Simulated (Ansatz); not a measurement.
**BaTiO3: band structure with PBE**

BaTiO3:

```
Ba Ti O
1.0
     3.72890   -0.42193    0.02237
    -0.28447    3.27547    3.11008
     0.31643   -2.75371    2.58992
Ba Ti O
1 1 3
Direct
  0.00364 0.99727 0.99850
  0.50025 0.51161 0.51018
  0.99835 0.49282 0.49504
  0.49991 0.50154 0.99454
  0.49786 0.99299 0.49796
```

The cell isn't the ideal one: cell sheared at random, sigma 0.1, atoms nudged by 0.01 Å.

- Program: Ansatz 0.2.0
- Task: band structure
- Functional: PBE
- Potentials or basis: Ansatz PAW
- Cutoff: 420 eV (not typed: the program's choice for these potentials)
- k mesh: 7 × 6 × 7
- Occupations: fermi-dirac, width 0.05 eV
- Spin: no spin polarisation
- Path: [["X", "G", "Y"], ["L", "G", "Z"], ["N", "G", "M"], ["R", "G"]]
- Points for each segment of the path: 14

```
Pressure                : 17.4 GPa
Largest force           : 0.723 eV/Å
Band gap on the k mesh  : 0.61 eV, indirect (least direct gap 0.70 eV)
Band gap along the path : 0.60 eV, indirect (least direct gap 0.70 eV)
```

Forces on the atoms (eV/Å):
```
Ba  -0.041  0.072  0.317
Ti  -0.164  0.509  0.272
O    0.111  0.009 -0.179
O   -0.101 -0.061  0.044
O    0.195 -0.528 -0.454
```

Stress tensor (GPa, compression positive):
```
 29.58  25.96  -7.02
 25.96   6.17 -16.10
 -7.02 -16.10  16.29
```

Levels at the corners of the path, in eV from the valence-band top:
```tsv
point	band 17	band 18	band 19	band 20	band 21	band 22	band 23	band 24
X	-2.83	-2.62	-2.18	-1.07	1.22	2.52	3.13	3.26
Γ	-1.76	-0.95	-0.70	-0.11	0.60	0.99	1.21	2.35
Y	-2.15	-2.03	-0.69	-0.42	1.25	1.70	1.95	3.97
L	-2.45	-2.26	-2.07	-1.49	1.67	3.05	3.24	4.30
Γ	-1.76	-0.95	-0.70	-0.11	0.60	0.99	1.21	2.35
Z	-2.96	-2.59	-2.01	-1.46	1.16	2.45	3.28	3.33
N	-2.48	-1.19	-0.16	-0.09	2.63	2.97	3.41	3.90
Γ	-1.76	-0.95	-0.70	-0.11	0.60	0.99	1.21	2.35
M	-2.52	-2.28	-1.97	-1.31	1.76	3.17	3.25	4.23
R	-2.74	-0.84	-0.28	0.00	3.13	3.49	3.93	4.99
Γ	-1.76	-0.95	-0.70	-0.11	0.60	0.99	1.21	2.35
```

It took 28 s on 2 threads of Arm Neoverse V1 (shared host), peak memory 0.56 GiB.

Caveat: the pressure holds a Pulay correction of +0.6 GPa for the finite cutoff; spin-orbit coupling is left out, which moves the levels of the heavy elements.
